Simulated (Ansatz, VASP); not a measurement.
## KF (Carobbiite): VASP beside Ansatz

Contents of INCAR:

```
PREC = Accurate ; ENCUT = 520
EDIFF = 1E-7 ; ISMEAR = 0
SIGMA = 0.01 ; LREAL = False
LASPH = True ; NELM = 60
ALGO = Normal ; ISIF = 2
LWAVE = False ; LCHARG = False
GGA = PE ; NBANDS = 15
```

Contents of KPOINTS:

```
regular mesh
0
Gamma
  6 6 6
```

Contents of POSCAR:

```
KF
1.0
    0.0000000000      2.7093664331      2.7093664331
    2.7093664331      0.0000000000      2.7093664331
    2.7093664331      2.7093664331      0.0000000000
K F
1 1
Direct
    0.0000000000      0.0000000000      0.0000000000
    0.5000000000      0.5000000000      0.5000000000
```

Input for Ansatz:

```yaml
crystal:
  lattice:
    - [0.0, 2.7093664331, 2.7093664331]
    - [2.7093664331, 0.0, 2.7093664331]
    - [2.7093664331, 2.7093664331, 0.0]
  atoms:
    - { symbol: K, position: [0.0, 0.0, 0.0] }
    - { symbol: F, position: [0.5, 0.5, 0.5] }
kpoints:
  mp_grid: { grid: [6, 6, 6] }
hamiltonian:
  xc: pbe
scf:
  occupations: { method: fixed }
  n_extra_bands: 4
output:
  forces: true
  stress: true
  eigenvalues: true
```

Alike in both runs: task single point; functional PBE; k mesh 6 × 6 × 6; no spin polarisation.

|  | VASP | Ansatz |
| --- | --- | --- |
| version | VASP 6.6.1 | Ansatz 0.2.0 |
| potentials or method | VASP PAW PBE potentials, release 64 (K_sv, F) | plane waves, PAW |
| plane-wave cutoff (eV) | 520 | 420 |
| occupations | gaussian, width 0.01 eV | fixed |
| valence electrons in the cell | 16 | 16 |

```csv
,VASP,Ansatz,Ansatz less VASP
gap on the k mesh at the Fermi level (eV),5.95,5.97,+0.015
pressure (GPa),0.0,0.0,-0.01
```
